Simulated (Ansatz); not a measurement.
**Ge: equation of state with revPBE+D3(BJ)**

**Measured values to compare with.**

“Sub-monolayer structures of Ag overlayers on Ge(111): experimental observations and first-principles study”, 2019, arxiv:1908.00180 quotes, for a bulk crystal of Ge: bulk modulus 75.8 GPa.

Ge:

```
CELL_PARAMETERS angstrom
0.00000 2.82891 2.82891
2.82891 0.00000 2.82891
2.82891 2.82891 0.00000
ATOMIC_POSITIONS crystal
Ge 0.75000 0.75000 0.75000
Ge 0.50000 0.50000 0.50000
```

```yaml
Program: Ansatz 0.2.0
Task: equation of state
Functional: revPBE
Dispersion: D3(BJ)
Potentials_or_basis: Ansatz PAW
Cutoff: 420 eV
Density_cutoff: 1680 eV
k_mesh: 8 × 8 × 8
Occupations: fermi-dirac, width 0.05 eV
Spin: no spin polarisation
```

```
Equilibrium volume                      : 22.90 Å³/atom
Bulk modulus                            : 63 GPa
Pressure derivative of the bulk modulus : 5.8
```

Energy against volume, from the lowest point:
| volume (Å³/atom) | energy (meV/atom) |
| --- | --- |
| 21.281 | 26.24 |
| 21.733 | 12.79 |
| 22.186 | 4.35 |
| 22.639 | 0.29 |
| 23.092 | 0.00 |
| 23.545 | 3.06 |
| 23.997 | 9.08 |

All runs of the series together: 24 s on 2 threads of Intel(R) Xeon(R) Processor @ 2.50GHz (Skylake/Cascade Lake) (shared host).

Measured bulk modulus of Ge: 75.8 GPa (quoted in “Sub-monolayer structures of Ag overlayers on Ge(111): experimental observations and first-principles study”, 2019, arxiv:1908.00180). This calculation gives 63 GPa (-16.5 %). The fit is for a static lattice scaled at fixed shape and fixed fractional positions. The cell as given is a measured one (22.64 Å³/atom); revPBE+D3(BJ) puts the equilibrium volume +1.1 % from it, thermal expansion not counted.

Caveat: the potentials were made for another functional, which shifts forces and pressure.
